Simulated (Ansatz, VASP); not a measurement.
## Two plane-wave programs on C

INCAR

```
SYSTEM = C
  PREC = Accurate
  ENCUT = 600
  EDIFF = 1E-7
  ISMEAR = 0
  SIGMA = 0.02
  LREAL = .False.
  LASPH = .True.
  NELM = 80
  ALGO = Normal
  ISIF = 3
  LWAVE = .False.
  LCHARG = .False.
  GGA = PE
  IBRION = 2
  NSW = 100
  EDIFFG = -0.01
```

KPOINTS

```
regular mesh
0
Gamma
  10 10 12
  0 0 0
```

Contents of POSCAR:

```
C
1.0
    3.1064386201      0.0000000000      0.0000000000
    0.0000000000      3.1064386201      0.0000000000
    0.0000000000      0.0000000000      2.4512674980
C
4
Direct
    0.6457247016      0.0000000000      0.2500000000
    0.3542752984      0.0000000000      0.7500000000
    0.0000000000      0.6457247016      0.0000000000
    0.0000000000      0.3542752984      0.5000000000
```

Input for Ansatz:

```yaml
crystal:
  lattice:
    - [3.1064386201, 0.0, 0.0]
    - [0.0, 3.1064386201, 0.0]
    - [0.0, 0.0, 2.451267498]
  atoms:
    - { symbol: C, position: [0.6457247016, 0.0, 0.25] }
    - { symbol: C, position: [0.3542752984, 0.0, 0.75] }
    - { symbol: C, position: [0.0, 0.6457247016, 0.0] }
    - { symbol: C, position: [0.0, 0.3542752984, 0.5] }
basis:
  ecutwfc: 420
kpoints:
  mp_grid: { grid: [10, 10, 12] }
hamiltonian:
  xc: pbe
scf:
  occupations: { method: gaussian, width: 0.02 }
output:
  forces: true
  stress: true
  eigenvalues: true
  write_density: true
  write_potential: true
  elf: true
  volumetric_format: npy
relax:
  adjacent_minimum: "off"
  f_tol: 0.01
  max_steps: 80
  cell: { stress_tol: 0.05 }
```

Alike in both runs: task relaxation of cell and atoms; functional PBE; k mesh 10 × 10 × 12; occupations gaussian, width 0.02 eV; no spin polarisation.

|  | VASP | Ansatz |
| --- | --- | --- |
| version | VASP 6.6.1 | Ansatz 0.2.0 |
| potentials or method | VASP PAW PBE potentials, release 64 (C) | scalar-relativistic, plane waves, PAW |
| plane-wave cutoff (eV) | 600 | 420 |
| valence electrons in the cell | 16 | 16 |

```tsv
	VASP	Ansatz	Ansatz less VASP
gap on the k mesh at the Fermi level, each at its own relaxed structure (eV)	1.05	1.06	+0.015
relaxed volume (Å³/atom)	5.92	5.91	-0.001
relaxed cell length with the largest relative difference (Å)	2.452	2.452	-0.0007
```
